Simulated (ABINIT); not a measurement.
A run of ABINIT 10.8.3 (patched build):

File run.abi:

```
# Pseudopotentials
pp_dirpath "./"
pseudos "Fe.GGA_PBE-JTH.xml"

# Structure
acell 2.4341575853 2.4341575853 3.84193447 Angstrom
rprim
     1.0000000000     0.0000000000     0.0000000000
    -0.5000000000     0.8660254038     0.0000000000
     0.0000000000     0.0000000000     1.0000000000
ntypat 1
znucl 26
natom 2
typat 1 1
xcart
     1.2170787928     0.7026807685     2.8814508525
    -0.0000000002     1.4053615372     0.9604836175 Angstrom
chkprim 0
chksymtnons 0
tolsym 1.0e-6

# Plane-wave basis
ecut 26.0
pawecutdg 48.0
pawxcdev 0
pawovlp -1

# k points
kptopt 1
ngkpt 10 10 6
nshiftk 1
shiftk 0.0 0.0 0.0

# Exchange and correlation
ixc -116133

# Bands and occupations
nband 22
occopt 3
tsmear 0.00183747

# Spin
nsppol 2
spinat
     0.0000000000     0.0000000000     3.0000000000
     0.0000000000     0.0000000000     3.0000000000

# SCF cycle
nstep 100
tolvrs 1.0e-9

# Output
iomode 3
prtwf 0
prtden 0
prteig 0
prtebands 0

# Relaxation
ionmov 22
ntime 60
tolmxf 5.0e-5
optcell 2
dilatmx 1.08
ecutsm 0.5
```

Potentials or basis: JTH PAW PBE v2.0.

Launch:

```console
$ mpirun --bind-to none -np 4 abinit run.abi > log 2>&1
```

Hardware: 4 MPI ranks on Intel(R) Xeon(R) 6975P-C (Granite Rapids), on a shared host.

**Question.** How long does it take, and how much memory?

**Answer.** Run time: 66 s on 4 MPI ranks on Intel(R) Xeon(R) 6975P-C (Granite Rapids), on a shared host, peak memory 0.52 GiB a rank. Counts: scf iterations 49, mpi ranks 4, k points 56, bands 22, plane waves 1072, ion steps 4.
